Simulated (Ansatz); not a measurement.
# Pb (P6_3/mmc) in Ansatz: a series of runs

Aim: see how the results for Pb move with the level of theory and the settings. Levels: PBEsol, LDA. Tasks: phonons, elastic constants, single point, equation of state.

Everything below comes from runs of Ansatz 0.2.0. Logs are shortened: lines on timing, memory, paths and dates and some standing lists are left out, and cuts for length are marked.

### 1 Starting point

Symmetry: P6_3/mmc, No. 194, hexagonal system. Conventional cell: a = 3.524 Å, b = 3.524 Å, c = 11.495 Å, α = 90.00°, β = 90.00°, γ = 120.00°. Pb (site symmetry -6m2) is surrounded by 12 Pb at 3.52 Å. Pb (site symmetry -3m) has 12 Pb at 3.52 Å as nearest neighbours.

This isn't the form of Pb at room conditions, which is fcc.

### 2 Phonons, PBEsol

input.yaml reads:

```yaml
crystal:
  lattice:
    - [3.5243661423, 0.0, 0.0]
    - [-1.7621830712, 3.0521906115, 0.0]
    - [0.0, 0.0, 11.49524181]
  atoms:
    - { symbol: Pb, position: [0.6666666667, 0.3333333333, 0.75] }
    - { symbol: Pb, position: [0.0, 0.0, 0.5] }
    - { symbol: Pb, position: [0.3333333333, 0.6666666667, 0.25] }
    - { symbol: Pb, position: [0.0, 0.0, 0.0] }
hamiltonian:
  xc: pbesol
  pseudopotentials: { kind: paw }
kpoints:
  mp_grid: { grid: [8, 8, 2] }
scf:
  occupations: { method: fermi_dirac, width: 0.05 }
phonons:
  method: dfpt
```

Potentials or basis: Ansatz PAW.

Run with:

```console
$ ansatz run input.yaml --threads 2 --pin off --max-ram 5632MiB --backend cpu --events-out ev --progress --plain --runs-dir out
```

What it wrote:

```text
Warning: RAYON_NUM_THREADS=2 ignored (pool sized by the plan → 2); use --threads N
Engine: ansatz 0.2.0, x86_64-unknown-linux-gnu
Pseudopotentials: kind: paw
Pseudopotential: Pb, paw, valence charge 14, recommended cutoff 420 eV (normal), Pb.paw.azcp
Functional definition: PBEsol
  exchange = pbesol_x
  correlation = pbesol_c
Crystal: 4 atoms, lattice volume = 123.655 Å³
Basis set: ecut = 420 eV, 2385 PW (Γ), exchange–correlation on 48×48×160 points (8 copies of the dense FFT grid, shifted against one another)
Bands: 34, of which v1, the nominal top of the filled ones, is band 28 counted from 1 (27 counted from 0)
Symmetry: 24 space group operations
k-points: 42 of 128 (irreducible under 2 space group operations, time reversal used)
Non-local potential: Pb, projectors of the file, l = 0: 2, l = 1: 2, l = 2: 2, l = 3: 2
PAW form: soft (Blöchl's): semilocal exchange-correlation on the pseudo side does not see the compensation charge
PAW frozen core: Pb, regenerated for the run's functional, and the local potential with it (the file was generated under x = pbe(κ = 0.804, μ = 0.2195149727645171), c = pbe(β = 0.06672455060314922))
PAW one-centre angular grid: Pb, 590 points (default); XC on 64 Gauss nodes
Initial density: superposition of atomic densities (neutral atoms: chi_scale 0, normalization atom), corrected by the library's trained network
Initial wavefunctions: pseudopotential atomic-orbital guess
Functional: x = pbesol(κ = 0.804, μ = 0.12345679012345678), c = pbesol(β = 0.046)
SCF iter   1: F=—  HF=-47019.725137 eV  |F-HF|=—  |Δ(HF+E_count)|=         —  Δρ=2.12e-3  dr2=6.49e-3  ethr=1.77e-3  ⟨swp⟩=8.3  Hψ=7329  notcnv=0  defer=2
preconditioner: auto → Kerker (q_TF=auto, 2.391 Å⁻¹)  [metal: Δε(μ)=0.109 eV  Ē_g=16.001 eV  σ=0.050 eV  W_gap=0.45  n_scr=38 (ndim 8)  ℏωp=25.0 eV  f_vac=0.000  D(μ)=2.26/eV (n_scr^D=6)]
SCF iter   2: F=—  HF=-47019.723649 eV  |F-HF|=—  |Δ(HF+E_count)|=   1.49e-3  Δρ=1.11e-3  dr2=2.24e-3  ethr=1.16e-5  ⟨swp⟩=2.4  Hψ=2820  notcnv=0  defer=4
SCF iter   3: F=—  HF=-47019.722956 eV  |F-HF|=—  |Δ(HF+E_count)|=   6.93e-4  Δρ=2.17e-4  dr2=1.28e-4  ethr=4.01e-6  ⟨swp⟩=2.1  Hψ=2554  notcnv=0  defer=4
SCF iter   4: F=—  HF=-47019.722939 eV  |F-HF|=—  |Δ(HF+E_count)|=   1.68e-5  Δρ=5.25e-5  dr2=6.31e-6  ethr=2.28e-7  ⟨swp⟩=2.0  Hψ=1699  notcnv=0  defer=4
SCF iter   5: F=—  HF=-47019.722938 eV  |F-HF|=—  |Δ(HF+E_count)|=   1.07e-6  Δρ=1.24e-5  dr2=2.60e-7  ethr=1.13e-8  ⟨swp⟩=2.9  Hψ=2685  notcnv=0  defer=4
SCF iter   6: F=—  HF=-47019.722941 eV  |F-HF|=—  |Δ(HF+E_count)|=   2.51e-6  Δρ=3.46e-6  dr2=2.23e-8  ethr=4.64e-10  ⟨swp⟩=2.7  Hψ=2588  notcnv=0  defer=4
SCF iter   7: F=—  HF=-47019.722941 eV  |F-HF|=—  |Δ(HF+E_count)|=   4.64e-9  Δρ=8.54e-7  dr2=9.89e-10  ethr=3.99e-11  ⟨swp⟩=2.4  Hψ=2077  notcnv=0  defer=4
SCF iter   8: F=—  HF=-47019.722941 eV  |F-HF|=—  |Δ(HF+E_count)|=  1.38e-10  Δρ=2.21e-7  dr2=6.69e-11  ethr=1.77e-12  ⟨swp⟩=2.3  Hψ=2544  notcnv=0  defer=4
SCF iter   9: F=-47019.722941 eV  HF=-47019.722941 eV  |F-HF|=7.28e-12  |Δ(HF+E_count)|=  1.46e-11  Δρ=6.69e-8  dr2=5.11e-12  ethr=1.00e-12  ⟨swp⟩=7.8  Hψ=7219  notcnv=0
SCF 1 converged in 9 iterations: F = -47019.722941 eV  dr2 = 5.11e-12
DFPT response loops at Γ: preconditioner auto → Kerker (q_TF=auto, 2.391 Å⁻¹) (partly filled bands, converged f_vac=0.000); β = 1.00, the filter's whole step (`scf.mixing.beta` (0.50) is not read by the response loops under this deck's `scf.mixing.preconditioner`; to damp them name `kerker` or `kerker_dos`, under which they read `scf.mixing.beta`, and type it under 1.00, their step now; both keys bind the ground state too); Broyden in place of MSR1
SCF converged after 9 iterations
Free energy (F): -47019.722941 eV
Harris-Foulkes:  -47019.722941 eV  (|F-HF|=7.28e-12)
Internal energy: -47019.703177 eV  (E = F + TS)
E sigma→0 (E₀):  -47019.713059 eV
Entropy (-TS):   -0.019764 eV (-4.941 meV/atom)
Fermi energy:    10.702599 eV
--- Per-component energies (eV) ---
  E_band       = -169.274809
  E_kinetic    = 1155.216629
  E_local      = -4118.773201  (includes V_loc(G=0)·N_el)
  E_nonlocal   = 1406.568832
  E_hartree    = 1629.756641
  E_xc         = -875.726298
  E_vxc        = -530.561213  (∫ρ·V_xc dr)
  E_paw        = -41022.398986  (= ΣΔE_a)
  E_vpaw       = -1341.239438  (= ΣTr[D̂ρ^β])
  E_aug_tail   = 0.000176  (compensation charges beyond the density's cutoff)
  E_ewald      = -5194.595435
  E_core_change = 0.248466  (= ΣΔE_core)
  E_smearing   = -0.019764  (= −TS)
  E_closure    = -0.000000  (closes the sum)
  Σ components = -47019.722941   (vs F -47019.722941, Δ=0.00e0)
--- Band table (eV; the first three rows and the last of 42) ---
  k-point 0: bands = ["-6.5253", "-6.5136", "-6.4917", "-6.4912", "-6.4906", "-6.4906", "-6.4772", "-6.4772", "-6.4685", "-6.4685", "-6.4381", "-6.4381", "-6.3765", "-6.3765", "-6.3393", "-6.3393", "-6.2941", "-6.2941", "-6.2383", "-6.2383", "-1.1297", "0.0357", "0.0583", "2.4058", "6.3732", "11.2236", "11.2241", "15.9451", "15.9451", "16.7249", "16.7249", "16.7786", "16.7786", "17.7177"]
  k-point 1: bands = ["-6.5198", "-6.5198", "-6.4911", "-6.4911", "-6.4811", "-6.4811", "-6.4811", "-6.4811", "-6.4588", "-6.4588", "-6.4588", "-6.4588", "-6.3606", "-6.3606", "-6.3606", "-6.3606", "-6.2608", "-6.2608", "-6.2608", "-6.2608", "-0.8339", "-0.8339", "1.4062", "1.4062", "8.0037", "8.0037", "15.0307", "15.0307", "16.1687", "16.1687", "16.1687", "16.1687", "17.4126", "17.4126"]
  k-point 2: bands = ["-6.5250", "-6.5159", "-6.4958", "-6.4903", "-6.4815", "-6.4727", "-6.4591", "-6.4582", "-6.4516", "-6.4356", "-6.4257", "-6.4046", "-6.3996", "-6.3831", "-6.3357", "-6.3343", "-6.3054", "-6.2960", "-6.2633", "-6.2352", "-0.8675", "0.2919", "0.3144", "2.6013", "6.6805", "11.3268", "11.3358", "13.5718", "14.6059", "14.6778", "15.0205", "15.9919", "16.1082", "16.1350"]
  k-point 41: bands = ["-6.5428", "-6.5428", "-6.5096", "-6.5096", "-6.4632", "-6.4632", "-6.4456", "-6.4456", "-6.3881", "-6.3881", "-6.3563", "-6.3563", "-6.3272", "-6.3272", "-6.3077", "-6.3077", "-6.2533", "-6.2533", "-6.2080", "-6.2080", "2.0798", "2.0798", "3.5058", "3.5058", "8.1909", "8.1909", "8.6640", "8.6640", "10.5845", "10.5845", "11.2320", "11.2320", "12.1244", "12.1244"]
--- Phonons (Γ-DFPT): 4 representative perturbations + reference, on 42 of 128 k-points (Σ response iterations 12) ---
  k mesh reduced under 2 symmetry operations, with k and −k counted as one. Each operation leaves every solved perturbation unchanged. A smaller set is not used because it would not reduce the number of displacements times k-points to solve
  ASR residual: 9.134e-5 → 0.000e0 eV/Å²; symmetrization residual: 1.333e-4 eV/Å²
  ASR residual per site (eV/Å²): 9.13e-5 6.43e-5 9.13e-5 6.43e-5
  Γ frequencies (cm⁻¹): 0.00 0.00 0.00 14.59 14.59 22.22 22.22 23.37 23.37 50.68 57.46 63.82
  non-analytic LO–TO correction: not included (Born effective charges unavailable; polar crystals: no LO–TO splitting at Γ)
```

It took 84 s on 2 threads of Intel Xeon at 2.50GHz (Skylake/Cascade Lake), shared host; peak memory 0.92 GiB.

Results:

```
Free energy                   : -47019.7229 eV
Band gap on the k mesh        : none (metal or under the smearing width)
Highest phonon frequency at Γ : 64 cm⁻¹
```

Levels at points of the mesh, in eV from the Fermi level:
```
             k point  band 26  band 27  band 28  band 29  band 30  band 31
  (0.00, 0.00, 0.00)     0.52     0.52     5.24     5.24     6.02     6.02
 (0.00, 0.00, -0.50)    -2.70     4.33     4.33     5.47     5.47     5.47
 (0.00, -0.50, 0.00)    -3.85    -2.51    -2.00    -0.22     0.59     1.81
(0.00, -0.50, -0.50)    -3.64    -2.92    -2.92     1.11     1.11     2.16
 (-0.50, 0.00, 0.00)    -3.85    -2.51    -2.00    -0.22     0.59     1.81
(-0.50, 0.00, -0.50)    -3.64    -2.92    -2.92     1.11     1.11     2.16
```

Phonon frequencies in cm⁻¹ (negative: imaginary):
```csv
q point,frequencies
"(0.000, 0.000, 0.000)",0 0 0 15 15 22 22 23 23 51 57 64
```

Caveat: the PAW data sets come from PBE, with cores solved anew for the run's functional, which leaves a small shift of forces and pressure. Spin-orbit coupling is left out, which matters for the levels of Pb.

### 3 Elastic constants, PBEsol

Changes to input.yaml since step 2:

```diff
@@ -17,3 +17,7 @@
   occupations: { method: fermi_dirac, width: 0.05 }
-phonons:
-  method: dfpt
+output:
+  forces: true
+  stress: true
+elastic:
+  mode: clamped_ion
+  stencil: two_point
```

Potentials or basis: Ansatz PAW.

Run with:

```console
$ ansatz run input.yaml --threads 2 --pin off --max-ram 5632MiB --backend cpu --events-out ev --progress --plain --runs-dir out
```

Wall time 57 s (2 threads of Intel Xeon at 2.50GHz (Skylake/Cascade Lake), shared host); peak memory 0.51 GiB.

The run converged. Its results:

* Free energy: -47019.7229 eV
* Pressure: -1.4 GPa
* Band gap on the k mesh: none (metal or under the smearing width)
* Voigt bulk modulus: 41 GPa

Stress tensor (GPa, compression positive):
```
-1.10  0.00  0.00
 0.00 -1.10  0.00
 0.00  0.00 -1.97
```

Levels at points of the mesh, in eV from the Fermi level:
| k point | band 26 | band 27 | band 28 | band 29 | band 30 | band 31 |
| --- | --- | --- | --- | --- | --- | --- |
| (0.00, 0.00, 0.00) | 0.52 | 0.52 | 5.24 | 5.24 | 6.02 | 6.02 |
| (0.00, 0.00, -0.50) | -2.70 | 4.33 | 4.33 | 5.47 | 5.47 | 5.47 |
| (0.00, -0.50, 0.00) | -3.85 | -2.51 | -2.00 | -0.22 | 0.59 | 1.81 |
| (0.00, -0.50, -0.50) | -3.64 | -2.92 | -2.92 | 1.11 | 1.11 | 2.16 |

Elastic tensor in Voigt notation (GPa, ions clamped, in the Cartesian axes of the cell as first typed):
```
 51  45  23   0   0   0
 45  51  23   0   0   0
 22  22  86   0   0   0
  0   0   0 -12   0   0
  0   0   0   0 -12   0
  0   0   0   0   0   3
```

Caveat: the elastic tensor has a negative eigenvalue, so either the cell is unstable as it stands or the mesh is too thin; the PAW data sets come from PBE, with cores solved anew for the run's functional, which leaves a small shift of forces and pressure. The run has no spin-orbit coupling, so splittings on Pb are missing.

[end of part 1 of 2]
